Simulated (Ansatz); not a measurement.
# Al2Cu: the cost of one run

Computed with Ansatz 0.2.0 (DFT r2SCAN, scalar-relativistic, plane waves, PAW, unless a step's input says otherwise).

3 further runs of the same task are left out: 3 set aside as unsound or not needed.

## Step 1: The structure to begin with

It takes space group P4/mmm (No. 123, tetragonal). The conventional cell has a = 4.088 Å, b = 4.088 Å, c = 2.851 Å, α = 90.00°, β = 90.00°, γ = 90.00°. Around Al (site symmetry mmm) lie 4 Cu at 2.49 Å and 6 Al at 2.85 to 2.89 Å. Around Cu (site symmetry 4/mmm) lie 8 Al at 2.49 Å and 2 Cu at 2.85 Å.

Structure file:

```
CELL_PARAMETERS angstrom
0.00000 -4.08803 0.00000
0.00000 0.00000 -2.85133
12.26408 0.00000 0.00000
ATOMIC_POSITIONS crystal
Al 0.00000 0.50000 0.16667
Al 0.00000 0.50000 0.50000
Al 0.00000 0.50000 0.83333
Al 0.50000 0.50000 0.00000
Al 0.50000 0.50000 0.33333
Al 0.50000 0.50000 0.66667
Cu 0.00000 0.00000 0.33333
Cu 0.00000 0.00000 0.66667
Cu 0.00000 0.00000 0.00000
```

It goes back to an entry of the Materials Project, which need not be the stable form.

It is built from the cell relaxed beforehand with the same method (15.88 Å³/atom).

## Step 2: Zero of the scan

File input.yaml:

```yaml
crystal:
  lattice:
    - [0.0, -4.0880282815, 0.0]
    - [0.0, 0.0, -2.8513253939]
    - [12.2640848444, 0.0, 0.0]
  atoms:
    - { symbol: Al, position: [0.0, 0.5, 0.1666666667] }
    - { symbol: Al, position: [0.0, 0.5, 0.5] }
    - { symbol: Al, position: [0.0, 0.5, 0.8333333333] }
    - { symbol: Al, position: [0.5, 0.5, 0.0] }
    - { symbol: Al, position: [0.5, 0.5, 0.3333333333] }
    - { symbol: Al, position: [0.5, 0.5, 0.6666666667] }
    - { symbol: Cu, position: [0.0, 0.0, 0.3333333333] }
    - { symbol: Cu, position: [0.0, 0.0, 0.6666666667] }
    - { symbol: Cu, position: [0.0, 0.0, 0.0] }
basis:
  ecutwfc: 500
kpoints:
  mp_grid: { grid: [11, 16, 4] }
hamiltonian:
  xc: r2scan
scf:
  occupations: { method: gaussian, width: 0.15 }
output:
  forces: true
  stress: true
  eigenvalues: true
```

The run is started by

```sh
> ansatz run input.yaml --threads 2 --pin off --max-ram 5120MiB --backend cpu --events-out ev --progress --plain --runs-dir out
```

**Question.** How long does this run take on 2 threads of Intel Xeon at 2.50GHz (Skylake/Cascade Lake), shared host, and how much memory does it need?

About 2.7 min, with a peak of 1.3 GiB.
